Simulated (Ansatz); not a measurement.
Crystal: Sn.

```
Sn
1.0
     0.00000    3.23334    3.23334
     3.23334    0.00000    3.23334
     3.23334    3.23334    0.00000
Sn
2
Direct
  0.75000 0.75000 0.75000
  0.50000 0.50000 0.50000
```

This isn't the form of Sn at room conditions, which is tetragonal (white tin).

Base run:

| Property | Result |
| --- | --- |
| Program | Ansatz 0.2.0 |
| Functional | PBE |
| Potentials or basis | Ansatz PAW |
| Cutoff | 350 eV |
| Density cutoff | 1400 eV |
| k mesh | 7 × 7 × 7 |
| Occupations | fermi-dirac, width 0.05 eV |
| Spin | no spin polarisation |

Its results: band gap on the k mesh none (metal or under the smearing width); pressure 3.8 GPa.

Q: The run is repeated on the same cell with these changes: functional from PBE to LDA; cutoff from 350 eV to 420 eV (not typed: the program's choice for these potentials). What comes out?

A: Band gap on the k mesh none (metal or under the smearing width); pressure 0.2 GPa.

LDA binds more tightly than PBE, so the same cell stands under less pressure.

Caveats: the cutoff lies under the one recommended for these potentials (some runs); spin-orbit coupling is left out, which moves the levels of the heavy elements (some runs); the PAW data sets come from PBE, with cores solved anew for the run's functional, which leaves a small shift of forces and pressure (some runs).
